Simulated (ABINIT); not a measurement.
A run of ABINIT 10.8.3 (patched build):

The input run.abi:

```
ndtset 7
scalecart1 3*0.9795861087
scalecart2 3*0.9864848297
scalecart3 3*0.9932883884
scalecart4 3*1.0000000000
scalecart5 3*1.0066227096
scalecart6 3*1.0131594038
scalecart7 3*1.0196128224

pp_dirpath "./"
pseudos "K_ONCV_PBE-1.2.upf, Cl_ONCV_PBE-1.2.upf"

acell 4.4497805476 4.4497805476 4.4497805476 Angstrom
rprim
     0.0000000000     0.7071067812     0.7071067812
     0.7071067812     0.0000000000     0.7071067812
     0.7071067812     0.7071067812     0.0000000000
ntypat 2
znucl 19 17
natom 2
typat 1 2
xred
     0.0000000000     0.0000000000     0.0000000000
     0.5000000000     0.5000000000     0.5000000000

ecut 31.0

kptopt 1
ngkpt 4 4 4
nshiftk 1
shiftk 0.0 0.0 0.0

ixc -497498
usekden 1

nband 12
occopt 3
tsmear 0.00183747

nstep 100
tolvrs 1.0e-9

iomode 3
prtwf 0
prtden 0
prteig 0
prtebands 0
enunit 1
```

Potentials or basis: SG15 NC PBE v1.2.

Run with:

```console
$ mpirun --bind-to none -np 4 abinit run.abi > log 2>&1
```

Hardware: 4 MPI ranks on Intel(R) Xeon(R) 6975P-C (Granite Rapids), with other jobs on the host.

Task: How long does it take, and how much memory?

Result: Wall time 54 s on 4 MPI ranks on Intel(R) Xeon(R) 6975P-C (Granite Rapids) (shared host), peak memory 0.44 GiB a rank. Counts: scf iterations 70, mpi ranks 4, k points 8, bands 12, plane waves 3263.
